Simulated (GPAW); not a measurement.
# Ni (Fm-3m) in GPAW: relaxation of cell and atoms with PBEsol+D4

Aim: the relaxation of cell and atoms of Ni with PBEsol+D4.

Program: GPAW 26.7.0. These are calculated values, not measurements. Logs are shortened: lines on timing, memory, paths and dates and some standing lists are left out, and cuts for length are marked. The log counts tension as positive stress, the text compression.

### 1 The structure

It takes space group Fm-3m (No. 225, cubic). The conventional cell has a = 3.475 Å, b = 3.475 Å, c = 3.475 Å, α = 90.00°, β = 90.00°, γ = 90.00°. Around Ni (site symmetry m-3m) lie 12 Ni at 2.46 Å.

### 2 Relaxation of cell and atoms, PBEsol+D4, collinear spin, ferromagnetic start

Input file run.py:

```python
from ase import Atoms
from ase.calculators.mixing import SumCalculator
from ase.filters import FrechetCellFilter
from ase.io import write
from ase.optimize import BFGS
from dftd4.ase import DFTD4
from gpaw import GPAW, PW, setup_paths

setup_paths.insert(0, '.')

atoms = Atoms(['Ni'],
              cell=[[0.0, 1.737572933, 1.737572933],
                    [1.737572933, 0.0, 1.737572933],
                    [1.737572933, 1.737572933, 0.0]],
              scaled_positions=[[0.0, 0.0, 0.0]],
              pbc=True)
atoms.set_initial_magnetic_moments([1.0])

calc = GPAW(mode=PW(600),
            xc='PBEsol',
            kpts={'size': (13, 13, 13), 'gamma': True},
            occupations={'name': 'fermi-dirac', 'width': 0.05},
            nbands=17,
            convergence={'density': 1e-05, 'forces': 0.0001},
            maxiter=150,
            txt='gpaw.txt')
atoms.calc = SumCalculator([calc, DFTD4(method='pbesol')])
opt = BFGS(FrechetCellFilter(atoms), trajectory='relax.traj', logfile='-')
done = opt.run(fmax=0.02, steps=60)
calc.write('gs.gpw')
write('result.traj', atoms)
print('Converged:', done)
print('Cell:', atoms.cell.cellpar().round(4))
print('Volume:', round(atoms.get_volume(), 4))
print(atoms.get_scaled_positions().round(5))
```

Potentials or basis: PAW data sets generated in the run's folder for this functional, pw.

Run with:

```
> gpaw-setup -f PBEsol Ni
> OMP_NUM_THREADS=1 python run.py
```

gpaw.txt:

```text
__  _  _
 | _ |_)|_||  |
 |__||  | ||/\| - 26.7.0

Input parameters:
  mode=PW(ecut=600.0),
  convergence={'density': 1e-05, 'forces': 0.0001},
  kpts=MonkhorstPack(size=(13, 13, 13), gamma=True),
  maxiter=150,
  nbands=17,
  occupations=Occupations(name='fermi-dirac', width=0.05),
  xc=XC(name='PBEsol')

Diagonalizing LCAO Hamiltonian
Converting LCAO to pw mode

       Ni

Atoms  # Å, Bohr magnetons
|   | symbol |        x |        y |        z |    initial magnetic moments |
|---|--------|----------|----------|----------|-----------------------------|
| 0 |     Ni | 0.000000 | 0.000000 | 0.000000 | ( 0.0000,  0.0000,  1.0000) |

Unit cell  # Å
| periodic |        x |        y |        z |  lengths |    angles |
|----------|----------|----------|----------|----------|-----------|
|      yes | 0.000000 | 1.737573 | 1.737573 | 2.457299 | 60.000000 |
|      yes | 1.737573 | 0.000000 | 1.737573 | 2.457299 | 60.000000 |
|      yes | 1.737573 | 1.737573 | 0.000000 | 2.457299 | 60.000000 |

Number of symmetries: 48
Symmetry operations  # r_c * U_cc + t_c -> r_c
|    | kind |            matrix            |
|----|------|------------------------------|
|  0 |  σ   |  1, 0, 0,  1, 0,-1,  1,-1, 0 |
|  1 |  C2  |  1, 0, 0,  1,-1, 0,  1, 0,-1 |
|  2 |  E   |  1, 0, 0,  0, 1, 0,  0, 0, 1 |
|  3 |  σ   |  1, 0, 0,  0, 0, 1,  0, 1, 0 |
|  4 |  C4  |  1, 0,-1,  1, 0, 0,  1,-1, 0 |
|  5 |  S6  |  1, 0,-1,  1,-1, 0,  1, 0, 0 |
|  6 |  σ   |  1, 0,-1,  0, 1,-1,  0, 0,-1 |
|  7 |  C3  |  1, 0,-1,  0, 0,-1,  0, 1,-1 |
|  8 |  S6  |  1,-1, 0,  1, 0, 0,  1, 0,-1 |
|  9 |  C4  |  1,-1, 0,  1, 0,-1,  1, 0, 0 |
| 10 |  C3  |  1,-1, 0,  0,-1, 1,  0,-1, 0 |
| 11 |  σ   |  1,-1, 0,  0,-1, 0,  0,-1, 1 |
| 12 |  σ   |  0, 1, 0,  1, 0, 0,  0, 0, 1 |
| 13 |  C4  |  0, 1, 0,  0, 1,-1, -1, 1, 0 |
| 14 |  C3  |  0, 1, 0,  0, 0, 1,  1, 0, 0 |
| 15 |  S6  |  0, 1, 0, -1, 1, 0,  0, 1,-1 |
| 16 |  C2  |  0, 1,-1,  1, 0,-1,  0, 0,-1 |
| 17 |  σ   |  0, 1,-1,  0, 1, 0, -1, 1, 0 |
| 18 |  S4  |  0, 1,-1,  0, 0,-1,  1, 0,-1 |
| 19 |  C4  |  0, 1,-1, -1, 1, 0,  0, 1, 0 |
| 20 |  C3  |  0, 0, 1,  1, 0, 0,  0, 1, 0 |
| 21 |  σ   |  0, 0, 1,  0, 1, 0,  1, 0, 0 |
[... 136 lines left out ...]
SCF iterations
|iter     | |      energy | eigst |  dens |force |  magmom |
|---------|-|-------------|-------|-------|------|---------|
|iter:   1| |   -7.817900 | -0.01 |       |      |  +1.0008|
|iter:   2| |   -7.829434 | -2.97 | -1.49 |      |  +0.9844|
|iter:   3| |   -7.943653 | -2.56 | -1.51 |      |  +0.7370|
|iter:   4| |   -7.952641 | -2.94 | -1.91 |      |  +0.5908|
|iter:   5| |   -7.950301 | -3.87 | -2.07 |      |  +0.6355|
|iter:   6| |   -7.950312c| -6.79 | -3.36 |      |  +0.6340|
|iter:   7| |   -7.950325c| -7.04 | -3.62 |      |  +0.6324|
|iter:   8| |   -7.950326c| -7.83c| -4.40 |      |  +0.6323|
|iter:   9| |   -7.950328c| -8.13c| -4.67 |      |  +0.6323|
|iter:  10| |   -7.950328c| -8.41c| -5.00 |      |  +0.6323|
|iter:  11| |   -7.950328c| -8.08c| -5.25c|      |  +0.6323|
|iter:  12| |   -7.950328c| -9.97c| -6.42c|-25.05c|  +0.6323|

Converged in 12 steps
Energy contributions relative to reference atoms: (reference = -41332.588830)

Energy contributions:
  Kinetic:           5.501895
  Coulomb:          -3.568975
  Zero:              0.072188
  External:          0.000000
  Xc:               -9.949231
  Entropy:          -0.012409
  Spinorbit:         0.000000
  ----------------------------
  Free energy:      -7.956533
  Extrapolated:     -7.950328

dipole moment: (-7.149331, -7.149331, -7.149331)  # |e|*Ang

Total magnetic moment: (0.000000, 0.000000, 0.632268)
[... 28 lines left out ...]
No gap
No difference between direct/indirect transitions

Stress tensor  # eV/Ang^3
|         x |         y |         z |
|-----------|-----------|-----------|
| -0.003949 |  0.000000 | -0.000000 |
|  0.000000 | -0.003949 | -0.000000 |
| -0.000000 | -0.000000 | -0.003949 |

Forces  # eV/Ang
|       x |       y |        z |
|---------|---------|----------|
| 0.00000 | 0.00000 | -0.00000 |  # Ni   0

Interpolating wave functions to new cell

       Ni

Atoms  # Å, Bohr magnetons
|   | symbol |        x |         y |         z |    initial magnetic moments |
|---|--------|----------|-----------|-----------|-----------------------------|
| 0 |     Ni | 0.000000 | -0.000000 | -0.000000 | ( 0.0000,  0.0000,  0.6644) |

Unit cell  # Å
| periodic |         x |        y |        z |  lengths |    angles |
|----------|-----------|----------|----------|----------|-----------|
|      yes | -0.000000 | 1.732538 | 1.732538 | 2.450178 | 60.000000 |
|      yes |  1.732538 | 0.000000 | 1.732538 | 2.450178 | 60.000000 |
|      yes |  1.732538 | 1.732538 | 0.000000 | 2.450178 | 60.000000 |

Number of symmetries: 48
Symmetry operations  # r_c * U_cc + t_c -> r_c
|    | kind |            matrix            |
|----|------|------------------------------|
|  0 |  σ   |  1, 0, 0,  1, 0,-1,  1,-1, 0 |
|  1 |  C2  |  1, 0, 0,  1,-1, 0,  1, 0,-1 |
|  2 |  E   |  1, 0, 0,  0, 1, 0,  0, 0, 1 |
|  3 |  σ   |  1, 0, 0,  0, 0, 1,  0, 1, 0 |
|  4 |  C4  |  1, 0,-1,  1, 0, 0,  1,-1, 0 |
|  5 |  S6  |  1, 0,-1,  1,-1, 0,  1, 0, 0 |
|  6 |  σ   |  1, 0,-1,  0, 1,-1,  0, 0,-1 |
|  7 |  C3  |  1, 0,-1,  0, 0,-1,  0, 1,-1 |
|  8 |  S6  |  1,-1, 0,  1, 0, 0,  1, 0,-1 |
|  9 |  C4  |  1,-1, 0,  1, 0,-1,  1, 0, 0 |
| 10 |  C3  |  1,-1, 0,  0,-1, 1,  0,-1, 0 |
| 11 |  σ   |  1,-1, 0,  0,-1, 0,  0,-1, 1 |
| 12 |  σ   |  0, 1, 0,  1, 0, 0,  0, 0, 1 |
| 13 |  C4  |  0, 1, 0,  0, 1,-1, -1, 1, 0 |
| 14 |  C3  |  0, 1, 0,  0, 0, 1,  1, 0, 0 |
| 15 |  S6  |  0, 1, 0, -1, 1, 0,  0, 1,-1 |
| 16 |  C2  |  0, 1,-1,  1, 0,-1,  0, 0,-1 |
| 17 |  σ   |  0, 1,-1,  0, 1, 0, -1, 1, 0 |
| 18 |  S4  |  0, 1,-1,  0, 0,-1,  1, 0,-1 |
| 19 |  C4  |  0, 1,-1, -1, 1, 0,  0, 1, 0 |
| 20 |  C3  |  0, 0, 1,  1, 0, 0,  0, 1, 0 |
| 21 |  σ   |  0, 0, 1,  0, 1, 0,  1, 0, 0 |
[... 136 lines left out ...]
SCF iterations
|iter     | |      energy | eigst |  dens |force |  magmom |
|---------|-|-------------|-------|-------|------|---------|
|iter:   1| |   -7.950559 | -2.77 |       |      |  +0.6323|
|iter:   2| |   -7.950119 | -6.02 | -2.46 |      |  +0.6324|
|iter:   3| |   -7.949411c| -5.40 | -2.56 |      |  +0.6325|
|iter:   4| |   -7.949410c| -6.53 | -3.22 |      |  +0.6323|
|iter:   5| |   -7.949417c| -6.02 | -3.38 |      |  +0.6318|
|iter:   6| |   -7.949417c| -8.37c| -4.10 |      |  +0.6317|
|iter:   7| |   -7.949417c| -8.15c| -4.20 |      |  +0.6315|
|iter:   8| |   -7.949417c| -8.24c| -4.83 |      |  +0.6315|
|iter:   9| |   -7.949417c| -7.77c| -5.06c|      |  +0.6315|
|iter:  10| |   -7.949417c|-10.04c| -6.22c|-24.79c|  +0.6315|

Converged in 10 steps
Energy contributions relative to reference atoms: (reference = -41332.588830)

Energy contributions:
  Kinetic:           5.903145
  Coulomb:          -3.874802
  Zero:              0.070430
  External:          0.000000
  Xc:              -10.042063
  Entropy:          -0.012253
  Spinorbit:         0.000000
  ----------------------------
  Free energy:      -7.955543
  Extrapolated:     -7.949417

dipole moment: (-7.130595, -7.130595, -7.130595)  # |e|*Ang

Total magnetic moment: (0.000000, 0.000000, 0.631509)
[... 28 lines left out ...]
No gap
No difference between direct/indirect transitions

Stress tensor  # eV/Ang^3
|         x |         y |         z |
|-----------|-----------|-----------|
| -0.017156 | -0.000000 | -0.000000 |
| -0.000000 | -0.017156 | -0.000000 |
| -0.000000 | -0.000000 | -0.017156 |

Forces  # eV/Ang
|        x |       y |        z |
|----------|---------|----------|
| -0.00000 | 0.00000 | -0.00000 |  # Ni   0

Interpolating wave functions to new cell

       Ni

Atoms  # Å, Bohr magnetons
|   | symbol |        x |         y |        z |    initial magnetic moments |
|---|--------|----------|-----------|----------|-----------------------------|
| 0 |     Ni | 0.000000 | -0.000000 | 0.000000 | ( 0.0000,  0.0000,  0.6630) |

Unit cell  # Å
| periodic |        x |         y |        z |  lengths |    angles |
|----------|----------|-----------|----------|----------|-----------|
|      yes | 0.000000 |  1.730017 | 1.730017 | 2.446614 | 60.000000 |
|      yes | 1.730017 | -0.000000 | 1.730017 | 2.446614 | 60.000000 |
|      yes | 1.730017 |  1.730017 | 0.000000 | 2.446614 | 60.000000 |

Number of symmetries: 48
Symmetry operations  # r_c * U_cc + t_c -> r_c
|    | kind |            matrix            |
|----|------|------------------------------|
|  0 |  σ   |  1, 0, 0,  1, 0,-1,  1,-1, 0 |
|  1 |  C2  |  1, 0, 0,  1,-1, 0,  1, 0,-1 |
|  2 |  E   |  1, 0, 0,  0, 1, 0,  0, 0, 1 |
|  3 |  σ   |  1, 0, 0,  0, 0, 1,  0, 1, 0 |
|  4 |  C4  |  1, 0,-1,  1, 0, 0,  1,-1, 0 |
|  5 |  S6  |  1, 0,-1,  1,-1, 0,  1, 0, 0 |
|  6 |  σ   |  1, 0,-1,  0, 1,-1,  0, 0,-1 |
|  7 |  C3  |  1, 0,-1,  0, 0,-1,  0, 1,-1 |
|  8 |  S6  |  1,-1, 0,  1, 0, 0,  1, 0,-1 |
|  9 |  C4  |  1,-1, 0,  1, 0,-1,  1, 0, 0 |
| 10 |  C3  |  1,-1, 0,  0,-1, 1,  0,-1, 0 |
| 11 |  σ   |  1,-1, 0,  0,-1, 0,  0,-1, 1 |
| 12 |  σ   |  0, 1, 0,  1, 0, 0,  0, 0, 1 |
| 13 |  C4  |  0, 1, 0,  0, 1,-1, -1, 1, 0 |
| 14 |  C3  |  0, 1, 0,  0, 0, 1,  1, 0, 0 |
| 15 |  S6  |  0, 1, 0, -1, 1, 0,  0, 1,-1 |
| 16 |  C2  |  0, 1,-1,  1, 0,-1,  0, 0,-1 |
| 17 |  σ   |  0, 1,-1,  0, 1, 0, -1, 1, 0 |
| 18 |  S4  |  0, 1,-1,  0, 0,-1,  1, 0,-1 |
| 19 |  C4  |  0, 1,-1, -1, 1, 0,  0, 1, 0 |
| 20 |  C3  |  0, 0, 1,  1, 0, 0,  0, 1, 0 |
| 21 |  σ   |  0, 0, 1,  0, 1, 0,  1, 0, 0 |
[... 128 lines left out ...]
convergence criteria:
- Maximum integral of absolute [dens]ity change: 1e-05 electrons / valence electron
- Maximum change in the atomic [forces] across last 2 cycles: 0.0001 eV/Ang OR
Maximum error relative to the maximum force is below inf
- Maximum [total energy] change in last 3 cyles: 0.0005 eV / valence electron
- Maximum integral of absolute [eigenst]ate change: 4e-08 eV^2 / valence electron
maximum number of iterations: 150

SCF iterations
|iter     | |      energy | eigst |  dens |force |  magmom |
|---------|-|-------------|-------|-------|------|---------|
|iter:   1| |   -7.948798 | -3.37 |       |      |  +0.6315|
|iter:   2| |   -7.948687 | -6.63 | -2.77 |      |  +0.6316|
|iter:   3| |   -7.948502c| -6.01 | -2.86 |      |  +0.6316|
|iter:   4| |   -7.948502c| -7.12 | -3.52 |      |  +0.6315|
|iter:   5| |   -7.948503c| -6.62 | -3.68 |      |  +0.6313|
|iter:   6| |   -7.948503c| -7.69c| -4.40 |      |  +0.6312|
|iter:   7| |   -7.948503c| -8.74c| -4.51 |      |  +0.6311|
|iter:   8| |   -7.948503c| -8.83c| -5.13c|      |  +0.6311|
|iter:   9| |   -7.948503c| -8.38c| -5.36c|-25.92c|  +0.6311|

Converged in 9 steps
Energy contributions relative to reference atoms: (reference = -41332.588830)

Energy contributions:
  Kinetic:           6.109338
  Coulomb:          -4.032038
  Zero:              0.069532
  External:          0.000000
  Xc:              -10.089247
  Entropy:          -0.012175
  Spinorbit:         0.000000
  ----------------------------
  Free energy:      -7.954591
  Extrapolated:     -7.948503

dipole moment: (-7.121205, -7.121205, -7.121205)  # |e|*Ang

Total magnetic moment: (0.000000, 0.000000, 0.631124)
[... 28 lines left out ...]
No gap
No difference between direct/indirect transitions

Stress tensor  # eV/Ang^3
|         x |         y |         z |
|-----------|-----------|-----------|
| -0.023988 |  0.000000 | -0.000000 |
|  0.000000 | -0.023988 | -0.000000 |
| -0.000000 | -0.000000 | -0.023988 |

Forces  # eV/Ang
|       x |       y |        z |
|---------|---------|----------|
| 0.00000 | 0.00000 | -0.00000 |  # Ni   0

# Writing to gs.gpw (mode='')
```

Wall time 34 s (1 thread of AMD EPYC 9R45 (Zen 5), shared host); peak memory 0.18 GiB.

Results:

```yaml
Free_energy: -8.2285 eV
Relaxed_volume: 10.36 Å³/atom
Relaxed_cell: a = 2.447 Å, b = 2.447 Å, c = 2.447 Å, α = 60.00°, β = 60.00°, γ = 60.00°
Space_group_after_relaxing_to_0.05_Å: Fm-3m (No. 225)
Energy_gained_by_relaxing: 1.4 meV/atom
Ionic_steps: 3
Pressure_after_relaxing: 0.0 GPa
Band_gap_on_the_k_mesh: none (metal or under the smearing width)
Net_moment: 0.63 μB per cell
Site_moments: Ni +0.66 μB
Dispersion_energy_per_atom: -0.274 eV
```

The path:
| step | energy change (eV) | largest force (eV/Å) | pressure (GPa) | volume (Å³) |
| --- | --- | --- | --- | --- |
| 1 | 0.0000 | 0.0000 | -3.10 | 10.49 |
| 2 | -0.0012 | 0.0000 | -1.05 | 10.40 |
| 3 | -0.0014 | 0.0000 | 0.02 | 10.36 |

Final structure:
```yaml
crystal:
  lattice:
    - [0.00000, 1.73002, 1.73002]
    - [1.73002, 0.00000, 1.73002]
    - [1.73002, 1.73002, 0.00000]
  atoms:
    - { symbol: Ni, position: [0.00000, 0.00000, 0.00000] }
```

Caveat: each step starts from the last one's moments, so a moment once lost doesn't come back; the stock nickel data set gives pressures a few GPa off other programs; later steps reuse the first step's grids; pairwise dispersion overbinds metals, which lowers pressure and volume.
